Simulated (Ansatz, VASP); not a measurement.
**One calculation of KCl, two programs**

INCAR

```
SYSTEM = KCl
PREC = Accurate
ENCUT = 520
EDIFF = 1E-6
ISMEAR = -1
SIGMA = 0.03
LREAL = .FALSE.
LASPH = .TRUE.
NELM = 80
ALGO = Normal
ISIF = 2
LWAVE = .FALSE.
LCHARG = .FALSE.
NBANDS = 15
```

The input KPOINTS:

```
regular mesh
0
G
  7 7 7
  0 0 0
```

File POSCAR:

```
KCl
1.0
    0.0000000000      3.1876610000      3.1561000000
    3.1876610000      0.0000000000      3.1561000000
    3.1876610000      3.1876610000      0.0000000000
K Cl
1 1
Direct
    0.0000000000      0.0000000000      0.0000000000
    0.5000000000      0.5000000000      0.5000000000
```

Input for Ansatz:

```yaml
crystal:
  lattice:
    - [0.0, 3.187661, 3.1561]
    - [3.187661, 0.0, 3.1561]
    - [3.187661, 3.187661, 0.0]
  atoms:
    - { symbol: K, position: [0.0, 0.0, 0.0] }
    - { symbol: Cl, position: [0.5, 0.5, 0.5] }
kpoints:
  mp_grid: { grid: [7, 7, 7] }
  band_path:
    path:
      - [0.0, 0.0, 0.0]
      - [0.0, 0.5, 0.5]
      - [0.25, 0.75, 0.5]
      - [0.0, 0.5, 0.0]
      - [0.0, 0.0, 0.0]
      - [0.5, 0.5, 0.0]
      - [0.3775125, 0.6224875, 0.0]
      - [-0.3775125, 0.3775125, 0.0]
      - [0.0, 0.0, 0.0]
    npoints: 5
scf:
  occupations: { method: fermi_dirac, width: 0.03 }
hamiltonian:
  xc: lda
  pseudopotentials: { kind: all_electron, lapw: { basis_error: 0.001 } }
output:
  forces: true
  stress: true
  eigenvalues: true
```

Change from the starting cell: equal xx and yy strain of +1 %.

Alike in both runs: task single point; functional LDA; k mesh 7 × 7 × 7; occupations fermi-dirac, width 0.03 eV; no spin polarisation.

```csv
,VASP,Ansatz
version,VASP 6.6.1,Ansatz 0.2.0
potentials or method,"VASP PAW LDA potentials, release 64 (K_sv, Cl)","all-electron LAPW, scalar-relativistic"
plane-wave cutoff (eV),520,see its input
```

```tsv
	VASP	Ansatz	Ansatz less VASP
gap on the k mesh at the Fermi level (eV)	4.65	4.65	-0.003
pressure (GPa)	-2.3	-2.3	-0.03
largest component of the traceless stress (GPa)	0.16	0.16	-0.006
```

Ansatz ran all-electron here, so the differences hold the error of VASP's frozen core and of both bases.

Caveats: an odd mesh through Γ misses points on the zone boundary, where band edges often lie.
